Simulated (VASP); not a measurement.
A run of VASP 6.6.1:

Contents of POSCAR:

```
Re
1.0
    2.2225473168      1.2831882916      0.8715666106
   -2.2225473168      1.2831882916      0.8715666106
    0.0000000000     -2.5663765833      0.8715666106
Re
1
Direct
    0.5000000000      0.5000000000      0.5000000000
```

INCAR.step1

```
SYSTEM = Re
ALGO     = Normal         ! electronic algorithm
EDIFF    = 1E-4           ! SCF threshold, eV
ENCUT    = 600            ! plane-wave cutoff, eV
GGA      = PE             ! functional
ISMEAR   = 0              ! smearing method
LASPH    = .TRUE.         ! aspherical terms in the spheres
LCHARG   = .FALSE.        ! write CHGCAR
LREAL    = .FALSE.        ! projectors in reciprocal space
LWAVE    = .TRUE.         ! write WAVECAR
NELM     = 100            ! most SCF steps
PREC     = Accurate       ! precision mode
SIGMA    = 0.1            ! smearing width, eV
```

Contents of INCAR.step2:

```
SYSTEM = Re
ALGO     = Normal         ! electronic algorithm
EDIFF    = 1E-6           ! SCF threshold, eV
EDIFFG   = -0.04          ! ionic threshold
ENCUT    = 600            ! plane-wave cutoff, eV
IBRION   = 2              ! ionic algorithm
ISIF     = 3              ! what is computed and relaxed
ISMEAR   = 0              ! smearing method
ISTART   = 1            
LASPH    = .TRUE.         ! aspherical terms in the spheres
LCHARG   = .FALSE.        ! write CHGCAR
LMIXTAU  = .TRUE.       
LREAL    = .FALSE.        ! projectors in reciprocal space
LWAVE    = .FALSE.        ! write WAVECAR
METAGGA  = R2SCAN         ! meta-GGA
NELM     = 100            ! most SCF steps
NSW      = 90             ! ionic steps
PREC     = Accurate       ! precision mode
SIGMA    = 0.1            ! smearing width, eV
```

The input KPOINTS:

```
k-points
0
G
  9 9 9
  0 0 0
```

Potentials or basis: VASP PAW PBE potentials, release 64 (Re).

The run is started by

```sh
$ cat potpaw_PBE.64/Re/POTCAR > POTCAR
$ cp INCAR.step1 INCAR
$ mpirun -np 1 vasp_std > vasp.out
$ cp INCAR.step2 INCAR
$ mpirun -np 1 vasp_std > vasp.out
```

Hardware: 1 thread of Intel(R) Xeon(R) 6975P-C (Granite Rapids), with other jobs on the host.

Q: How long does it take, and how much memory?

A: Wall time 80 s on 1 thread of Intel(R) Xeon(R) 6975P-C (Granite Rapids), on a shared host, peak memory 0.16 GiB. Counts: scf iterations 51, k points 85, ion steps 7.
